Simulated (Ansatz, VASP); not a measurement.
# One calculation of SnSe, two programs

```
Sn Se
1.0
     0.00000    3.01000    3.01000
     3.01000    0.00000    3.01000
     3.01000    3.01000    0.00000
Sn Se
1 1
Direct
  0.01175 0.00000 0.00000
  0.50000 0.50000 0.50000
```

Change from the starting cell: all Sn atoms moved -0.050 Å, as atom 1 towards its neighbour atom 1 (Sn) at 4.257 Å.

Alike in both runs: task single point; functional LDA; k mesh 8 × 8 × 8; occupations gaussian, width 0.05 eV; no spin polarisation.

```csv
,VASP,Ansatz
version,VASP 6.6.1,Ansatz 0.2.0
potentials or method,"VASP PAW LDA potentials, release 64 (Sn_d, Se)","scalar-relativistic, plane waves, PAW"
plane-wave cutoff (eV),520,420
valence electrons in the cell,20,30
```

```tsv
	VASP	Ansatz	Ansatz less VASP
gap on the k mesh at the Fermi level (eV)	0.62	0.60	-0.019
least direct gap on the mesh (eV)	0.62	0.60	-0.019
pressure (GPa)	-3.2	-3.3	-0.09
rms of the force components (eV/Å)	0.006	0.007	+0.0015
```

Atom by atom the forces differ by 0.001 eV/Å (rms over components). The two sets of potentials don't hold the same shells in valence.

Caveats: spin-orbit coupling is left out, which moves the levels of the heavy elements. A k mesh can miss the band edges.
